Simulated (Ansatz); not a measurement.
## A computed series for Sb2Te3: response to strain

Start from Sb$_{2}$Te$_{3}$ in the Bi2Te3 type structure (space group R-3m, No. 166; a = 4.276 Å, c = 29.826 Å (hexagonal axes)). Axes: x lies along a and z along c of the hexagonal cell.

Strains are applied to the cell and any free atomic positions relax; under biaxial strain the out-of-plane vector relaxes too.

Computed with Kohn–Sham DFT with the PBE-D3(BJ) functional, run in Ansatz (an electronic-structure program) with PAW and 420 eV plane waves, spin-orbit coupling left out, earlier PAW set.

Candidates:
(a) biaxial strain −2.70 %, plane normal [001], relaxed out of plane
(b) isotropic strain −1.37 %
(c) isotropic strain −1.77 %

Notes on the quantities. energy relative to the base: free energy F.

### Question
Order them by energy relative to the base, lowest first.

### Answer
(b) isotropic strain −1.37 % (+7.3 meV/atom), (a) biaxial strain −2.70 %, plane normal [001], relaxed out of plane (+10 meV/atom), (c) isotropic strain −1.77 % (+13 meV/atom)

A case with no gap was solved on a k-mesh chosen for an insulator, which is coarse for it. Stability against distortions was not tested. The final runs are not spin-polarised.
